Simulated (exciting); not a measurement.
ZnSe (Stilleite): G0W0 quasiparticle levels with PBE

**The experiment to reproduce.**

From “Alloy Disordering Effects on the Thermal Conductivity and Energy Gap Temperature Dependence of Cd1−xZnxSe Ternary Crystals Grown by the Bridgman Method”, 2023, pmc:10253836, for a bulk crystal of ZnSe at 300 K: band gap 2.695 ± 0.003 eV (an exciton energy, a little under the gap).

Crystal: ZnSe (Stilleite).

```xyz
2
Lattice="0.0000 2.8338 2.8338 2.8338 0.0000 2.8338 2.8338 2.8338 0.0000" Properties=species:S:1:pos:R:3 pbc="T T T"
Se    4.2507    4.2507    4.2507
Zn    0.0000    0.0000    0.0000
```

```json
{"Program": "exciting (release sodium)", "Task": "G0W0 quasiparticle levels", "Functional": "PBE", "Potentials or basis": "all-electron LAPW+lo, shipped species files, valence relativity iora*", "rgkmax": "7.5", "k mesh": "5 × 5 × 5", "Occupations": "gaussian, width 0.005 eV", "Spin": "no spin polarisation", "q or response mesh": "3 × 3 × 3", "nempty": "10", "Imaginary frequencies": "16", "gmaxvr (cutoff of density and potential)": "14 1/bohr", "lmaxapw (and lmaxmat)": "10", "lmaxvr": "8", "Valence relativity": "iora*", "epsengy": "1e-05 Ha", "epspot": "1e-05 Ha", "maxscl": "60", "Muffin-tin radii": "Se 2.0, Zn 2.0 bohr"}
```

| Property | Result |
| --- | --- |
| Band gap on the k mesh, mean-field level | 1.27 eV, direct |
| All electrons inside the program's atomic spheres | Se 31.27; Zn 28.11 (radii Se 2.0, Zn 2.0 bohr) |
| Quasiparticle gap | 2.47 eV |
| Least direct quasiparticle gap | 2.47 eV |

Levels at points of the mesh, in eV from the valence-band top:
| k point | band 15 | band 16 | band 17 | band 18 | band 19 | band 20 |
| --- | --- | --- | --- | --- | --- | --- |
| (0.00, 0.00, 0.00) | 0.00 | 0.00 | 0.00 | 1.27 | 5.79 | 5.79 |

Run time: 33 min on 1 thread of AMD EPYC 7R43 64-Core Processor (Zen 3), on a shared host, peak memory 0.63 GiB.

A measured gap of ZnSe is 2.695 eV (an exciton energy, a little under the gap; 300 K; “Alloy Disordering Effects on the Thermal Conductivity and Energy Gap Temperature Dependence of Cd1−xZnxSe Ternary Crystals Grown by the Bridgman Method”, 2023, pmc:10253836); the calculated 2.47 eV misses it by -0.23 eV. Spin-orbit coupling on Se is left out. The value is that of G0W0 on PBE, without temperature or zero-point motion.

Caveat: the basis lacks high local orbitals and the q mesh is coarse, so quasiparticle gaps aren't converged; this odd mesh holds no zone-boundary point such as X or L, so its gap can lie well above the true one.
